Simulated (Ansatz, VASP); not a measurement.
# NiI2 in two plane-wave programs, part 2 of 2

Wanted: the spread between two codes on one cell, functional and k mesh.

VASP 6.6.1 and Ansatz 0.2.0.

So far: The starting structure; VASP: single point, PBEsol, DFT+U.

**3. Ansatz: single point, PBEsol, DFT+U**

Level of this step: Ansatz beside VASP: Kohn-Sham DFT, plane waves, PBEsol, DFT+U (Ansatz).

Ansatz runs on its default PAW (the set named soft_2) files.

The same cell, functional, mesh and smearing now go to Ansatz, which takes its cutoff from its data sets.

input.yaml reads:

```yaml
crystal:
  lattice:
    - [1.9640000463, 1.1339159554, 6.602833]
    - [-1.9640000463, 1.1339159554, 6.602833]
    - [0.0, -2.2678319109, 6.602833]
  atoms:
    - { symbol: I, position: [0.73953845, 0.73953845, 0.73953845] }
    - { symbol: I, position: [0.26046155, 0.26046155, 0.26046155] }
    - { symbol: Ni, position: [0.0, 0.0, 0.0], spin: 1.0 }
hamiltonian:
  xc: pbesol
  pseudopotentials: { kind: paw }
  hubbard: { sites: [{ species: Ni, l: d, u_eff: 6.2 }] }
magnetization:
  spin_polarized: true
kpoints:
  mp_grid: { grid: [10, 10, 10] }
scf:
  occupations: { method: gaussian, width: 0.05 }
  n_extra_bands: 6
output:
  forces: true
  stress: true
  eigenvalues: true
  write_density: true
  write_potential: true
  elf: true
  volumetric_format: npy
```

Launch:

```console
ansatz run input.yaml --threads 2 --pin off --max-ram 4608MiB --backend cpu --events-out ev --progress --plain --runs-dir out
```

Numbers of over 12 decimals in the logs are rounded to 6 here.

The program printed:

```text
basis.fft_grid_basis auto: the FFT boxes are laid along the combinations [[1, -1, 0], [0, 1, 0], [0, -1, 1]] of the cell's own vectors, 3.928, 6.981 and 3.928 Å long. The dense box has 27×48×27 points. Along the cell's own vectors, as sized, it would have 48×48×48, 3.16 times as many. Of the 12 symmetry operations that the crystal satisfies within crystal.symmetry.tolerance (time reversal apart; of a slab, those that [...]
I: projections on atomic orbitals take those of the free atom [Kr] 4d10 5s2 5p5, of charge +0.00 (hamiltonian.pseudopotentials.projection_atoms); the dataset's partial waves leave at most 9.4e-6 of an orbital's norm unspanned inside its sphere
Ni: projections on atomic orbitals take those of the free atom [Ne] 3s2 3p6 3d8 4s2, of charge +0.00 (hamiltonian.pseudopotentials.projection_atoms); the dataset's partial waves leave at most 1.6e-6 of an orbital's norm unspanned inside its sphere
scf.n_extra_bands = 6 over 26 filled bands (N_el = 52.0): the run solves 32 bands
Engine: ansatz 0.2.0, aarch64-unknown-linux-gnu
Pseudopotentials: kind: paw
Pseudopotential: I, paw, valence charge 17, recommended cutoff 420 eV (normal), I.paw.azcp
Pseudopotential: Ni, paw, valence charge 18, recommended cutoff 420 eV (normal), Ni.paw.azcp
Functional definition: PBEsol
  exchange = pbesol_x
  correlation = pbesol_c
Crystal: 3 atoms, lattice volume = 88.227 Å³
Basis set: ecut = 420 eV, 1739 PW (Γ), FFT grids on a1−a2, a2, −a2+a3, exchange–correlation on 54×96×54 points (8 copies of the dense FFT grid, shifted against one another)
Bands: 32, of which v1, the nominal top of the filled ones, is band 26 counted from 1 (25 counted from 0)
Symmetry: 12 space group operations
Space group: R-3m (ITA 166), of the structure as read, at distance tolerance 4.5e-5 Å
Magnetic group: BNS 166.97 (UNI 1327), of the structure as read, at distance tolerance 4.5e-5 Å
k-points: 116 of 1000
Non-local potential: I, projectors of the file, l = 0: 2, l = 1: 2, l = 2: 2, l = 3: 2
Non-local potential: Ni, projectors of the file, l = 0: 3, l = 1: 2, l = 2: 3, l = 3: 1
PAW form: soft (Blöchl's): semilocal exchange-correlation on the pseudo side does not see the compensation charge
PAW frozen core: I, regenerated for the run's functional, and the local potential with it (the file was generated under x = pbe(κ = 0.804, μ = 0.219515), c = pbe(β = 0.066725))
PAW frozen core: Ni, regenerated for the run's functional, and the local potential with it (the file was generated under x = pbe(κ = 0.804, μ = 0.219515), c = pbe(β = 0.066725))
PAW one-centre angular grid: I, 590 points (default); XC on 64 Gauss nodes
PAW one-centre angular grid: Ni, 590 points (default); XC on 64 Gauss nodes
Initial density: superposition of atomic densities (chi_scale 0.1, normalization cell, long waves kept (reshape's long-wave potential 0.09 eV rms))
Starting moments: Σ|m| = 1 μB on 1 of 3 sites
Initial wavefunctions: pseudopotential atomic-orbital guess
Functional: x = pbesol(κ = 0.804, μ = 0.123457), c = pbesol(β = 0.046)
SCF iter   1: F=—  HF=-20674.938869 eV  |F-HF|=—  |Δ(HF+E_count)|=         —  Δρ=1.53e-1 (↑6.48e-2 ↓1.53e-1)  dr2=4.51e1  dr2_m=1.62e0  M=0.232 μB ∫|m|=0.246 μB  β_m=0.30  ethr=3.10e-3  ⟨swp⟩=7.6  Hψ=32804  notcnv=0
preconditioner: auto → Kerker (q_TF=auto, 2.498 Å⁻¹)  [metal: Δε(μ)=0.005 eV  Ē_g=11.460 eV  σ=0.050 eV  W_gap=0.06  n_scr=28 (ndim 8)  ℏωp=19.4 eV  f_vac=0.138  D(μ)=4.52/eV (n_scr^D=36)]
spin=Collinear: Kerker preconditioning applied to the charge; magnetization (m = ρ↑ − ρ↓) channel mixes plain (no charge-response kernel on spin).
SCF iter   2: F=—  HF=-20668.738823 eV  |F-HF|=—  |Δ(HF+E_count)|=    6.20e0  Δρ=3.99e-2 (↑2.10e-2 ↓3.99e-2)  dr2=7.47e0  dr2_m=2.72e-1  M=0.653 μB ∫|m|=0.677 μB  β_m=0.30  ethr=3.10e-3  ⟨swp⟩=3.4  Hψ=19521  notcnv=0  defer=305
SCF iter   3: F=—  HF=-20667.569317 eV  |F-HF|=—  |Δ(HF+E_count)|=    1.17e0  Δρ=1.95e-2 (↑1.59e-2 ↓1.95e-2)  dr2=2.41e0  dr2_m=3.10e-2  M=0.957 μB ∫|m|=0.976 μB  β_m=0.30  ethr=3.10e-3  ⟨swp⟩=2.7  Hψ=10572  notcnv=0  defer=329
SCF iter   4: F=—  HF=-20667.061799 eV  |F-HF|=—  |Δ(HF+E_count)|=   5.08e-1  Δρ=2.44e-2 (↑1.44e-2 ↓2.44e-2)  dr2=2.39e-1  dr2_m=2.86e-1  M=1.476 μB ∫|m|=1.489 μB  β_m=1.00  ethr=3.10e-3  ⟨swp⟩=3.2  Hψ=17886  notcnv=0  defer=331
SCF iter   5: F=—  HF=-20667.355424 eV  |F-HF|=—  |Δ(HF+E_count)|=   2.94e-1  Δρ=3.83e-2 (↑7.27e-3 ↓3.83e-2)  dr2=9.89e-1  dr2_m=3.58e-1  M=1.995 μB ∫|m|=2.018 μB  β_m=1.00  ethr=4.60e-4  ⟨swp⟩=2.3  Hψ=13316  notcnv=0  defer=331
SCF iter   6: F=—  HF=-20668.838998 eV  |F-HF|=—  |Δ(HF+E_count)|=    1.48e0  Δρ=1.11e-1 (↑2.41e-2 ↓1.11e-1)  dr2=1.52e1  dr2_m=1.64e0  M=1.214 μB ∫|m|=1.263 μB  β_m=0.30  ethr=4.60e-4  ⟨swp⟩=5.1  Hψ=19181  notcnv=0  defer=360
SCF iter   7: F=—  HF=-20667.467443 eV  |F-HF|=—  |Δ(HF+E_count)|=    1.37e0  Δρ=3.15e-2 (↑5.30e-3 ↓3.15e-2)  dr2=8.83e-1  dr2_m=2.32e-1  M=2.000 μB ∫|m|=2.033 μB  β_m=1.00  ethr=4.60e-4  ⟨swp⟩=4.9  Hψ=18797  notcnv=0  defer=315
SCF iter   8: F=—  HF=-20667.535138 eV  |F-HF|=—  |Δ(HF+E_count)|=   6.77e-2  Δρ=3.49e-3 (↑3.49e-3 ↓1.34e-3)  dr2=3.40e-2  dr2_m=1.32e-3  M=2.000 μB ∫|m|=2.036 μB  β_m=0.30  ethr=4.60e-4  ⟨swp⟩=3.1  Hψ=13321  notcnv=0  defer=356
SCF iter   9: F=—  HF=-20667.776095 eV  |F-HF|=—  |Δ(HF+E_count)|=   2.41e-1  Δρ=2.77e-3 (↑1.41e-3 ↓2.77e-3)  dr2=1.47e-2  dr2_m=1.52e-3  M=2.000 μB ∫|m|=2.040 μB  β_m=1.00  ethr=6.53e-5  ⟨swp⟩=2.0  Hψ=14245  notcnv=0  defer=356
SCF iter  10: F=—  HF=-20667.910374 eV  |F-HF|=—  |Δ(HF+E_count)|=   1.34e-1  Δρ=9.92e-3 (↑1.84e-3 ↓9.92e-3)  dr2=1.10e-1  dr2_m=1.38e-2  M=2.000 μB ∫|m|=2.045 μB  β_m=1.00  ethr=2.82e-5  ⟨swp⟩=2.0  Hψ=15556  notcnv=0  defer=355
[...]
spin-set hold released at iteration 18 (site moments' squared step at or under half its running peak, from the soft ceiling on): the magnetisation degrees of freedom join the quasi-Newton model from the next iteration; the mixer history was flushed
[...]
SCF iter  22: F=—  HF=-20668.149696 eV  |F-HF|=—  |Δ(HF+E_count)|=   1.95e-5  Δρ=2.11e-4 (↑4.02e-5 ↓2.11e-4)  dr2=3.31e-5  dr2_m=9.41e-6  M=2.000 μB ∫|m|=2.047 μB  β_m=0.85  ethr=3.15e-7  ⟨swp⟩=2.0  Hψ=9947  notcnv=0  defer=364
SCF iter  23: F=—  HF=-20668.149701 eV  |F-HF|=—  |Δ(HF+E_count)|=   5.34e-6  Δρ=1.16e-4 (↑3.91e-5 ↓1.16e-4)  dr2=1.60e-5  dr2_m=1.46e-6  M=2.000 μB ∫|m|=2.047 μB  β_m=0.93  ethr=6.36e-8  ⟨swp⟩=1.5  Hψ=7738  notcnv=0  defer=364
SCF iter  24: F=—  HF=-20668.149700 eV  |F-HF|=—  |Δ(HF+E_count)|=   1.43e-6  Δρ=4.00e-5 (↑1.24e-5 ↓4.00e-5)  dr2=3.66e-6  dr2_m=1.90e-7  M=2.000 μB ∫|m|=2.047 μB  β_m=0.96  ethr=3.07e-8  ⟨swp⟩=2.2  Hψ=12652  notcnv=0  defer=364
SCF iter  25: F=—  HF=-20668.149700 eV  |F-HF|=—  |Δ(HF+E_count)|=   7.63e-8  Δρ=6.80e-6 (↑5.95e-6 ↓6.80e-6)  dr2=3.06e-7  dr2_m=1.54e-9  M=2.000 μB ∫|m|=2.047 μB  β_m=0.91  ethr=7.04e-9  ⟨swp⟩=2.0  Hψ=8095  notcnv=0  defer=364
iter 26 met the thresholds in force, and the SCF goes on: an eigenvalue changes by 0.07 meV, over its tolerance of 0.06 meV (output.eigenvalues, Limitations)
SCF iter  26: F=-20668.149700 eV  HF=-20668.149700 eV  |F-HF|=1.65e-8  |Δ(HF+E_count)|=   2.90e-8  Δρ=1.62e-6 (↑1.62e-6 ↓1.50e-6)  dr2=2.10e-8  dr2_m=1.57e-10  M=2.000 μB ∫|m|=2.047 μB  β_m=0.95  ethr=1.92e-10  ⟨swp⟩=15.0  Hψ=55986  notcnv=0
iter 27 met the thresholds in force, and the SCF goes on: an eigenvalue changes by 0.11 meV, over its tolerance of 0.06 meV (output.eigenvalues, Limitations)
SCF iter  27: F=-20668.149700 eV  HF=-20668.149700 eV  |F-HF|=5.30e-9  |Δ(HF+E_count)|=   1.96e-8  Δρ=1.74e-6 (↑7.19e-7 ↓1.74e-6)  dr2=3.91e-9  dr2_m=7.08e-10  M=2.000 μB ∫|m|=2.047 μB  β_m=1.00  ethr=4.03e-11  ⟨swp⟩=5.9  Hψ=42136  notcnv=0
Mixer restart at iter 27: flushing history
SCF iter  28: F=-20668.149700 eV  HF=-20668.149700 eV  |F-HF|=2.89e-8  |Δ(HF+E_count)|=   1.16e-8  Δρ=4.02e-6 (↑1.68e-6 ↓4.02e-6)  dr2=3.02e-8  dr2_m=1.19e-9  M=2.000 μB ∫|m|=2.047 μB  ethr=7.52e-12  ⟨swp⟩=5.9  Hψ=43627  notcnv=0
SCF 1 converged in 28 iterations: F = -20668.149700 eV  dr2 = 3.02e-8
  greatest PAW one-centre occupation: 1.002 electrons in one spin orbital (limit 2), on the Ni atom at site 2 (counted from 0), in its partial waves of l = 1
SCF converged after 28 iterations
an eigenvalue changed by more than its tolerance at an iteration that met the thresholds in force, so the SCF went on 2 times, its first undamped step at iteration 27: the last check found none over its tolerance
Magnetization: 2.0000 μB (27.0000 up, 25.0000 down)
Absolute magnetization: 2.0471 μB (∫|ρ↑−ρ↓|, with the PAW one-centre terms)
Spin contamination: 0.0039 ħ² per cell (⟨S²⟩ above its minimum at these occupations)
Per-site moments (μB) at R_I (Å): [(0.165803, 1.108904), (0.165803, 1.108904), (1.438451, 1.108904)]
Free energy (F): -20668.149700 eV
Harris-Foulkes:  -20668.149700 eV  (|F-HF|=2.89e-8)
Internal energy: -20668.149700 eV  (E = F + TS)
E sigma→0 (E₀):  -20668.149700 eV
Fermi energy:    8.192916 eV
--- Per-component energies (eV) ---
  E_band       = -1201.516123
  E_kinetic    = 658.137565
  E_local      = -9851.314988  (includes V_loc(G=0)·N_el)
  E_nonlocal   = 465.931425
  E_hartree    = 4638.032308
  E_xc         = -336.838543
  E_vxc        = -363.577510  (∫ρ·V_xc dr)
  E_hubbard    = 1.449894  (on-site DFT+U / exact-exchange correction)
  E_vhub       = -23.614959  (the Hubbard potential's part of the band-sum identity)
  E_paw        = -11071.838500  (= ΣΔE_a)
  E_vpaw       = -1363.127047  (= ΣTr[D̂ρ^β])
  E_aug_tail   = 0.000547  (compensation charges beyond the density's cutoff)
  E_ewald      = -5172.730983
  E_core_change = 1.021573  (= ΣΔE_core)
  E_smearing   = -0.000000  (= −TS)
  E_closure    = -0.000000  (closes the sum)
  Σ components = -20668.149700   (vs F -20668.149700, Δ=0.00e0)
--- Forces (eV/Å), atoms counted from 1 ---
  atom   1  I      0.00000000    -0.00000000     0.63418126
  atom   2  I      0.00000000     0.00000000    -0.63418126
  atom   3  Ni    -0.00000000     0.00000000    -0.00000000
  max |Σ_I F_I| component: 1.68e-29 eV/Å
--- Stress (GPa, compression-positive) ---
        1.203617       0.000000       0.000000
        0.000000       1.203617      -0.000000
        0.000000      -0.000000       3.345526
  P = ⅓ Tr σ = 1.9176 GPa (19.176 kbar)
--- Band table (eV; the first three rows and the last of 232) ---
  k-point 0 ↑: bands = [... 22 lower, 7.1240, 7.1240, 7.3003, 7.4384, 7.4384, 11.5339, 12.0357, 13.8570, ... 2 higher]
  k-point 1 ↑: bands = [... 22 lower, 6.4361, 6.8576, 7.0510, 7.3035, 7.4869, 12.0574, 12.5201, 13.4576, ... 2 higher]
  k-point 2 ↑: bands = [... 22 lower, 5.2739, 6.1618, 6.3659, 7.2395, 7.4499, 12.0513, 13.1489, 14.3282, ... 2 higher]
  k-point 115 ↓: bands = [... 22 lower, 5.9438, 7.2239, 7.2239, 9.5062, 9.5062, 12.3511, 12.7921, 14.1626, ... 2 higher]
Occupation matrices written to <dir>
```

Elapsed: 1.9 min, on 2 threads of Arm Neoverse N1, shared host; peak memory 0.87 GiB; 3.8 min of CPU time.

The column dr2 measures how far the density is from self-consistency, as an energy; F and HF (Harris–Foulkes) agree once it is small.

The run ends at a pressure of 1.92 GPa, with forces up to 0.63 eV/Å.

**4. Differences**

Known differences besides the PAW data sets themselves: U acts on the PAW sphere in VASP and on atomic orbitals in Ansatz, so only states and trends compare; the data sets hold 52 valence electrons in Ansatz (default PAW (the set named soft_2) files) and 24 in VASP; the cutoff is 420 eV in Ansatz and 400 eV in VASP; Ansatz makes its cores anew for this functional, VASP keeps those of its PBE data sets; site moments are counted in spheres of each program's own size. Total energies have different zeros and are not compared.

The two programs side by side:

| quantity | Ansatz | VASP | difference |
| --- | --- | --- | --- |
| pressure (GPa) | 1.92 | 1.29 | +0.63 |
| gap on the k mesh (eV) | 1.198 | 1.431 | -0.233 |
| total moment (μB) | 2.00 | 2.00 | 0.00 |
| moment on Ni3 (μB) | 1.44 | 1.51 | -0.07 |
| moment on I1 (μB) | 0.17 | 0.17 | 0.00 |
| moment on I2 (μB) | 0.17 | 0.17 | 0.00 |

Forces (eV/Å; atoms numbered as in POSCAR):

| atom | Ansatz x, y, z | VASP x, y, z |
| --- | --- | --- |
| I1 | 0.000, 0.000, 0.634 | 0.000, 0.000, 0.587 |
| I2 | 0.000, 0.000, -0.634 | 0.000, 0.000, -0.587 |
| Ni3 | 0.000, 0.000, 0.000 | 0.000, 0.000, 0.000 |

The forces differ by 22 meV/Å r.m.s., which is 8.1 % of the r.m.s. force of 0.28 eV/Å (both taken over all components).

**5. Ansatz: relaxation of the atoms, LDA, DFT+U**

A relaxation sums small force errors into a geometry.

input.yaml, the sections that differ from step 3:

```yaml
hamiltonian:
  xc: lda
  pseudopotentials: { kind: paw }
  hubbard: { sites: [{ species: Ni, l: d, u_eff: 6.2 }] }
scf:
  occupations: { method: gaussian, width: 0.03 }
relax:
  f_tol: 0.01
  max_steps: 60
output:
  forces: true
  stress: true
# crystal, magnetization, kpoints: as in step 3
```

The program printed:

```text
[...]
0.000000      -0.000000      -0.617835
  P = ⅓ Tr σ = -1.4562 GPa (-14.562 kbar)
--- Relaxed structure (5 steps of the walk, 4 accepted, 0 SCFs on fresh bases) ---
  F+E_penalty+E_count = -20483.45710221 eV   max|allowed force component| = 4.292e-4 eV/Å
  atoms:
    - { symbol: I, position: [0.742047, 0.742047, 0.742047] }
    - { symbol: I, position: [0.257953, 0.257953, 0.257953] }
    - { symbol: Ni, position: [0, 0, 0] }
[key lines of the parts left out:]
SCF converged after 2 iterations
Magnetization: 2.0000 μB (27.0000 up, 25.0000 down)
Free energy (F): -20483.457102 eV
Fermi energy:    7.884668 eV
```

Wall time 4.3 min (2 threads); peak memory 0.99 GiB.

**6. VASP: relaxation of the atoms, LDA, DFT+U**

The same cell, functional (in two slightly different forms), mesh and smearing now go to VASP, with its own data sets and cutoff.

INCAR reads:

```
SYSTEM = NiI2
PREC = Accurate
ENCUT = 450
EDIFF = 1E-07
NELM = 100
ISMEAR = 0
SIGMA = 0.03
LREAL = .FALSE.
ALGO = Normal
GGA = CA
NBANDS = 20
ISPIN = 2
MAGMOM = 0 0 1
LDAU = .TRUE.
LDAUTYPE = 2
LDAUL = -1 2
LDAUU = 0 6.2
LDAUJ = 0 0
LDAUPRINT = 1
LASPH = .TRUE.
LMAXMIX = 4
LORBIT = 11
LWAVE = .FALSE.
LCHARG = .FALSE.
KPAR = 4
IBRION = 2
NSW = 50
ISIF = 2
EDIFFG = -0.002
```

POSCAR reads:

```
NiI2
1.0
    1.9640000463      1.1339159554      6.6028330000
   -1.9640000463      1.1339159554      6.6028330000
    0.0000000000     -2.2678319109      6.6028330000
I Ni
2 1
Direct
    0.7395384500      0.7395384500      0.7395384500
    0.2604615500      0.2604615500      0.2604615500
    0.0000000000      0.0000000000      0.0000000000
```

KPOINTS reads:

```
Automatic mesh
0
Gamma
10 10 10
0 0 0
```

The projector-augmented-wave data sets are I and Ni (LDA family, release 64).

Launch:

```console
mpirun -np 4 vasp_std
```

The program printed:

```text
[banner, memory and clock lines left out]
running    4 mpi-ranks, on    1 nodes
[...]
LDA part: xc-table for (Slater(with rela. corr.)+CA(PZ))
 , standard interpolation
 POSCAR, INCAR and KPOINTS ok, starting setup
[...]
entering main loop
       N       E                     dE             d eps       ncg     rms          rms(c)
DAV:   1     0.138460164968E+03    0.13846E+03   -0.88673E+03  9288   0.941E+02
DAV:   2     0.476991778780E+01   -0.13369E+03   -0.12825E+03 10144   0.216E+02
DAV:   3    -0.687880581800E+01   -0.11649E+02   -0.11455E+02 11176   0.752E+01
DAV:   4    -0.717894891210E+01   -0.30014E+00   -0.29984E+00 12688   0.118E+01
[...]
DAV:  16    -0.824516536108E+01   -0.88841E-06   -0.18136E-06 11272   0.357E-02    0.730E-03
DAV:  17    -0.824516534078E+01    0.20308E-07   -0.14863E-06 11756   0.113E-02    0.245E-03
DAV:  18    -0.824516536050E+01   -0.19724E-07   -0.12331E-07  6004   0.611E-03
   1 F= -.82451654E+01 E0= -.82451654E+01  d E =-.824517E+01  mag=     2.0000
[... from here on, the cycles between the ionic steps are left out ...]
   2 F= -.82526550E+01 E0= -.82526550E+01  d E =-.748960E-02  mag=     2.0000
   3 F= -.82579878E+01 E0= -.82579878E+01  d E =-.128224E-01  mag=     2.0000
   4 F= -.82579969E+01 E0= -.82579969E+01  d E =-.128315E-01  mag=     2.0000
[...]
reached required accuracy - stopping structural energy minimisation
```

OUTCAR, selected parts (step 6):

```text
  Total       -1.3027029     -1.3027029     -0.3855151      0.0000000      0.0000000      0.0000000
  in kB      -23.6565837    -23.6565837     -7.0008056      0.0000000      0.0000000      0.0000000
  external PRESSURE =     -18.1046576 kB  Pullay stress =       0.0000000 kB

 POSITION                                       TOTAL-FORCE (eV/Angst)
 -----------------------------------------------------------------------------------
      0.00000     -0.00000     14.69139        -0.000000     -0.000000      0.000196
      0.00000     -0.00000      5.11711        -0.000000      0.000000     -0.000196
      0.00000     -0.00000     19.80850         0.000000      0.000000      0.000000
 -----------------------------------------------------------------------------------
    total drift:                                0.000000      0.000000     -0.000000

  FREE ENERGIE OF THE ION-ELECTRON SYSTEM (eV)
  ---------------------------------------------------
  free  energy   TOTEN  =        -8.2579968667 eV

  energy  without entropy=       -8.2579968667  energy(sigma->0) =       -8.25799687

 reached required accuracy - stopping structural energy minimisation

 magnetization (x)
# of ion       s       p       d       tot
------------------------------------------
    1        0.009   0.168   0.001   0.179
    2        0.009   0.168   0.001   0.179
    3        0.003   0.003   1.449   1.455
--------------------------------------------------
tot          0.021   0.340   1.451   1.812

[... 1 part as in an earlier step ...]

[... 2 further parts left out ...]
[key lines of the parts left out:]
E-fermi :   4.2983
```

The run keeps the 12 symmetry operations of its start, so it cannot find a distortion of lower symmetry.

**7. Side by side**

What differs besides the data sets and the points named for the pairs above, as far as they apply: the two LDA forms differ slightly; the cutoff is 420 eV in Ansatz and 450 eV in VASP; Ansatz makes its cores anew for this functional, VASP keeps those of its LDA data sets. Total energies have different zeros and are not compared.

Compared:

| quantity | Ansatz | VASP | difference |
| --- | --- | --- | --- |
| volume (Å³) | 88.23 | 88.23 | +0.00 % |
| edge a after relaxation, in the typed setting (Å) | 6.981 | 6.981 | +0.00 % |
| total moment (μB) | 2.00 | 2.00 | 0.00 |
| moment on Ni3 (μB) | 1.40 | 1.46 | -0.06 |
| moment on I1 (μB) | 0.18 | 0.18 | 0.00 |
| moment on I2 (μB) | 0.18 | 0.18 | 0.00 |

**8. What came out**

- difference in moment on Ni3 (single point, PBEsol, DFT+U): -0.068 μB
- difference in moment on Ni3 (relaxation of the atoms, LDA, DFT+U): -0.057 μB

**Reading.** The difference in moment on Ni3 is -0.068 μB (single point, PBEsol, DFT+U). How closely two codes agree says nothing of how well the functional describes the real material.

[Lines on the potential files, build, host, timing and source positions are cut from VASP's logs without a mark.]

[Logs are printed without paths, hosts, clocks, repeated set-up lines and the standing remarks that a program may print on its own settings, such as how far it seeks lower states.]

[Hosts, paths, dates, database ids (printed as entryN), source tags and the programs' standing remarks are cut or masked in the printed files.]
